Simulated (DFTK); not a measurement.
# HgSe (F-43m) in DFTK: equation of state

Aim: energy against volume of HgSe in PBEsol, for its equilibrium volume and stiffness.

Program: DFTK 0.8.2. These are calculated values, not measurements. Logs are shortened: lines on timing, memory, paths and dates and some standing lists are left out, and cuts for length are marked.

**What was measured.**

From “The pseudo-binary mercury chalcogenide alloy HgSe0.7S0.3 at high pressure: a mechanism of the zinc blende/cinnabar reconstructive phase transition”, 2002, arxiv:cond-mat/0209548, for a bulk crystal of HgSe: bulk modulus 51.6 ± 0.2 GPa.

The runs below are set against these values where they give the same quantity.

### Step 1. Starting point

Symmetry: F-43m, No. 216, cubic system. Conventional cell: a = 6.078 Å, b = 6.078 Å, c = 6.078 Å, α = 90.00°, β = 90.00°, γ = 90.00°. Hg (site symmetry -43m) is surrounded by 4 Se at 2.63 Å. Around Se (site symmetry -43m) lie 4 Hg at 2.63 Å.

### Step 2. Equation of state, PBEsol

run.jl

```julia
using DFTK
using PseudoPotentialData
using Unitful, UnitfulAtomic
using LinearAlgebra, Printf
include("save.jl")
disable_threading()

# lattice vectors are the columns
lattice = austrip(1u"Å") * [           0.0          3.039          3.039;
                    3.039            0.0          3.039;
                    3.039          3.039            0.0]
symbols   = [:Hg, :Se]
positions = [[0.0, 0.0, 0.0],
             [0.75, 0.75, 0.75]]
pseudopotentials = PseudoFamily("dojo.nc.sr.pbesol.v0_4_1.standard.upf")
elements = Dict(s => ElementPsp(s, pseudopotentials) for s in unique(symbols))
atoms    = [elements[s] for s in symbols]

build_model(lattice, positions; symmetries=true) =
    model_DFT(lattice, atoms, positions;
              functionals=PBEsol(),
              temperature=austrip(0.05u"eV"),
              smearing=Smearing.FermiDirac(),
              symmetries)
Ecut  = 43.0  # hartree
kgrid = [8, 8, 8]
tol   = 1e-6
to_GPa = ustrip(uconvert(u"GPa", 1u"hartree/bohr^3"))

results["points"] = []
for scale in [0.94, 0.96, 0.98, 1.0, 1.02, 1.04, 1.06]
    println("\n=== scale = ", scale)
    model = build_model(cbrt(scale) * lattice, positions)
    basis = PlaneWaveBasis(model; Ecut, kgrid)
    t0 = time()
    scfres = self_consistent_field(basis;
                                   tol,
                                   nbandsalg=AdaptiveBands(model; n_bands_converge=23))
    seconds = time() - t0
    @printf "SCF: %d iterations, %.1f s\n" scfres.n_iter seconds
    forces = compute_forces_cart(scfres)
    stress = compute_stresses_cart(scfres)
    @printf "V = %.5f Å^3  F = %.8f Ha  max force = %.5f eV/Å  p = %.4f GPa\n" ustrip(auconvert(u"Å^3", model.unit_cell_volume)) scfres.energies.total ustrip(auconvert(u"eV/Å", maximum(norm, forces))) (-tr(stress) / 3 * to_GPa)
    push!(results["points"], save_scf!(scfres; forces, stress, d=Dict{String,Any}("seconds" => seconds, "n_matvec" => get(scfres, :n_matvec, 0))))
end

# third-order Birch-Murnaghan fit in x = V^(-2/3)
V = [0.94, 0.96, 0.98, 1.0, 1.02, 1.04, 1.06] * abs(det(lattice))
E = [p["total"] for p in results["points"]]
x = V .^ (-2 / 3)
c = [x .^ 0 x x .^ 2 x .^ 3] \ E
Δ = c[3]^2 - 3c[2] * c[4]
if Δ > 0
    x0 = (-c[3] + sqrt(Δ)) / 3c[4]
    B0 = 4 / 9 * x0^(7 / 2) * (2c[3] + 6c[4] * x0)
    @printf "V0 = %.4f Å^3  B0 = %.2f GPa\n" ustrip(auconvert(u"Å^3", x0^(-3 / 2))) B0 * to_GPa
end
```

Potentials or basis: dojo.nc.sr.pbesol.v0_4_1.standard.upf (PBEsol).

Command:

```sh
> julia --threads=1 run.jl  # save.jl only writes the numbers to a file and isn't shown; printed stress counts tension as positive; times include loading and compiling
```

Standard output:

```text
=== scale = 0.94
n     Energy            log10(ΔE)   log10(Δρ)   Diag   Δtime
---   ---------------   ---------   ---------   ----   ------
  1   -287.6540098904                   -1.03    4.9    30.6s
  2   -287.6710497579       -1.77       -1.52    1.0    14.3s
  3   -287.6737733144       -2.56       -1.88    2.9    17.0s
  4   -287.6738613641       -4.06       -2.18    1.1    13.5s
  5   -287.6738959026       -4.46       -2.85    2.0    16.5s
  6   -287.6738981994       -5.64       -3.48    2.1    17.4s
  7   -287.6738982021       -8.57       -3.65    2.2    17.8s
  8   -287.6738982444       -7.37       -4.47    1.0    13.5s
  9   -287.6738982460       -8.78       -5.11    2.7    19.3s
 10   -287.6738982461      -10.36       -5.24    2.0    17.1s
[... 58 further cycles ...]
  3   -287.6763162866       -2.43       -1.87    3.0    23.2s
  4   -287.6763937644       -4.11       -2.14    1.1    17.3s
  5   -287.6764340153       -4.40       -2.79    2.0    20.8s
  6   -287.6764367249       -5.57       -3.43    1.8    19.8s
  7   -287.6764368339       -6.96       -3.61    2.4    23.7s
  8   -287.6764368792       -7.34       -4.24    1.0    16.9s
  9   -287.6764368838       -8.34       -4.97    2.2    22.2s
 10   -287.6764368840       -9.83       -5.08    2.2    22.9s
 11   -287.6764368840      -10.44       -5.90    1.2    18.6s
 12   -287.6764368840      -11.67       -6.43    2.5    23.1s
SCF: 12 iterations, 264.6 s
V = 59.50151 Å^3  F = -287.67643688 Ha  max force = 0.00000 eV/Å  p = -1.5482 GPa
V0 = 57.6096 Å^3  B0 = 51.76 GPa
```

Wall time 50 min (1 thread of Intel Xeon Platinum 8259CL at 2.50GHz (Skylake/Cascade Lake), shared host); peak memory 2.5 GiB.

What came out:

- Equilibrium volume: 28.80 Å³/atom
- Bulk modulus: 52 GPa
- Pressure derivative of the bulk modulus: 5.0

Energy against volume, from the lowest point:
| volume (Å³/atom) | energy (meV/atom) |
| --- | --- |
| 26.383 | 39.07 |
| 26.944 | 22.03 |
| 27.505 | 10.21 |
| 28.067 | 3.04 |
| 28.628 | 0.00 |
| 29.189 | 0.63 |
| 29.751 | 4.53 |

### Step 3. Single point, PBEsol, 26.38 Å³/atom (volume scaled by 0.94)

run.jl is that of step 2.

Potentials or basis: dojo.nc.sr.pbesol.v0_4_1.standard.upf (PBEsol).

Command:

```sh
> julia --threads=1 run.jl  # one pass of the loop, scale = 0.94; save.jl only writes the numbers to a file and isn't shown; printed stress counts tension as positive; times include loading and compiling
```

Wall time 3.2 min (1 thread of Intel Xeon Platinum 8259CL at 2.50GHz (Skylake/Cascade Lake), shared host).

The run converged. Its results:

```
Free energy            : -7828.0056 eV
Pressure               : 5.7 GPa
Band gap on the k mesh : none (metal or under the smearing width)
```

### Step 4. Single point, PBEsol, 26.94 Å³/atom (volume scaled by 0.96)

run.jl is that of step 3.

Command:

```sh
> julia --threads=1 run.jl  # one pass of the loop, scale = 0.96; save.jl only writes the numbers to a file and isn't shown; printed stress counts tension as positive; times include loading and compiling
```

It took 3.2 min on 1 thread of Intel Xeon Platinum 8259CL at 2.50GHz (Skylake/Cascade Lake), shared host.

Results (log left out):

```
Free energy            : -7828.0396 eV
Pressure               : 4.1 GPa
Band gap on the k mesh : none (metal or under the smearing width)
```

### Step 5. Single point, PBEsol, 27.51 Å³/atom (volume scaled by 0.98)

run.jl is that of step 4.

Command:

```sh
> julia --threads=1 run.jl  # one pass of the loop, scale = 0.98; save.jl only writes the numbers to a file and isn't shown; printed stress counts tension as positive; times include loading and compiling
```

Wall time 3.7 min (1 thread of Intel Xeon Platinum 8259CL at 2.50GHz (Skylake/Cascade Lake), shared host).

The run converged. Its results:

```
Free energy            : -7828.0633 eV
Pressure               : 2.7 GPa
Band gap on the k mesh : none (metal or under the smearing width)
```

### Step 6. Single point, PBEsol, 28.07 Å³/atom

run.jl is that of step 5.

Potentials or basis: dojo.nc.sr.pbesol.v0_4_1.standard.upf (PBEsol).

Command:

```sh
> julia --threads=1 run.jl  # one pass of the loop, scale = 1.0; save.jl only writes the numbers to a file and isn't shown; printed stress counts tension as positive; times include loading and compiling
```

Wall time 3.5 min (1 thread of Intel Xeon Platinum 8259CL at 2.50GHz (Skylake/Cascade Lake), shared host).

Results (log left out):

- Free energy: -7828.0776 eV
- Pressure: 1.4 GPa
- Band gap on the k mesh: none (metal or under the smearing width)

### Step 7. Single point, PBEsol, 28.63 Å³/atom (volume scaled by 1.02)

run.jl is that of step 6.

Command:

```sh
> julia --threads=1 run.jl  # one pass of the loop, scale = 1.02; save.jl only writes the numbers to a file and isn't shown; printed stress counts tension as positive; times include loading and compiling
```

It took 4 min on 1 thread of Intel Xeon Platinum 8259CL at 2.50GHz (Skylake/Cascade Lake), shared host.

Results (log left out):

```yaml
Free_energy: -7828.0837 eV
Pressure: 0.3 GPa
Band_gap_on_the_k_mesh: none (metal or under the smearing width)
```

### Step 8. Single point, PBEsol, 29.19 Å³/atom (volume scaled by 1.04)

run.jl is that of step 7.

Command:

```sh
> julia --threads=1 run.jl  # one pass of the loop, scale = 1.04; save.jl only writes the numbers to a file and isn't shown; printed stress counts tension as positive; times include loading and compiling
```

Wall time 4 min (1 thread of Intel Xeon Platinum 8259CL at 2.50GHz (Skylake/Cascade Lake), shared host).

The run converged. Its results:

- Free energy: -7828.0824 eV
- Pressure: -0.7 GPa
- Band gap on the k mesh: none (metal or under the smearing width)

### Step 9. Single point, PBEsol, 29.75 Å³/atom (volume scaled by 1.06)

run.jl is that of step 8.

Potentials or basis: dojo.nc.sr.pbesol.v0_4_1.standard.upf (PBEsol).

Command:

```sh
> julia --threads=1 run.jl  # one pass of the loop, scale = 1.06; save.jl only writes the numbers to a file and isn't shown; printed stress counts tension as positive; times include loading and compiling
```

Run time: 4.4 min. Hardware: 1 thread of Intel Xeon Platinum 8259CL at 2.50GHz (Skylake/Cascade Lake), shared host.

The run converged. Its results:

```
Free energy            : -7828.0746 eV
Pressure               : -1.5 GPa
Band gap on the k mesh : none (metal or under the smearing width)
```

### Step 10. Against experiment

Step 2. Against the measured bulk modulus of HgSe, 51.6 GPa (quoted in “The pseudo-binary mercury chalcogenide alloy HgSe0.7S0.3 at high pressure: a mechanism of the zinc blende/cinnabar reconstructive phase transition”, 2002, arxiv:cond-mat/0209548), the calculated 52 GPa is off by +0.3 %. The fit is for a static lattice scaled at fixed shape and fixed fractional positions.
